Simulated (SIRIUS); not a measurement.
## CaF2 (Fluorite) under changes of volume

One of the cells (13.851 Å³/atom); the others are scaled copies at fixed shape and fractional positions:

```
Ca F
1.0
     0.00000    2.74909    2.74909
     2.74909    0.00000    2.74909
     2.74909    2.74909    0.00000
Ca F
1 2
Direct
  0.00000 0.00000 0.00000
  0.75000 0.75000 0.75000
  0.25000 0.25000 0.25000
```

| Property | Result |
| --- | --- |
| Program | SIRIUS 7.12.0 |
| Functional | PBEsol |
| Potentials or basis | PseudoDojo 0.4.1 PBEsol standard (scalar relativistic) |
| Cutoff | 1152 eV |
| Density cutoff | 4606 eV |
| k mesh | 8 × 8 × 8 |
| Occupations | fermi-dirac, width 0.05 eV |
| Spin | no spin polarisation |

```csv
volume (Å³/atom),energy over the lowest point (meV/atom),pressure (GPa),gap on the mesh (eV)
12.764,4.64,3.4,7.51
13.036,0.68,1.3,7.38
13.308,0.00,-0.5,7.26
13.851,?,?,?
14.122,14.29,-4.9,6.92
14.394,23.57,-6.0,6.81
```

What does the run at 13.851 Å³/atom give?

Energy over the lowest point 7.10 meV/atom; pressure -3.6 GPa; gap on the mesh 7.03 eV.

Worked out: A Birch-Murnaghan fit of order 3 (a polynomial in V^(-2/3)) to the other rows has its minimum at 13.23 Å³/atom with B0 = V·E''(V) = 87 GPa and B' = 4.6. It gives 7.12 meV/atom at 13.851 Å³/atom, against the run's 7.10, and -dE/dV = -3.6 GPa, against -3.6. A straight line through the other rows of the gap, of slope -5.8 eV per unit of ln V, gives 7.03 eV, against the run's 7.03.

Energies are extrapolated to zero smearing.

A mesh can miss the band edges.
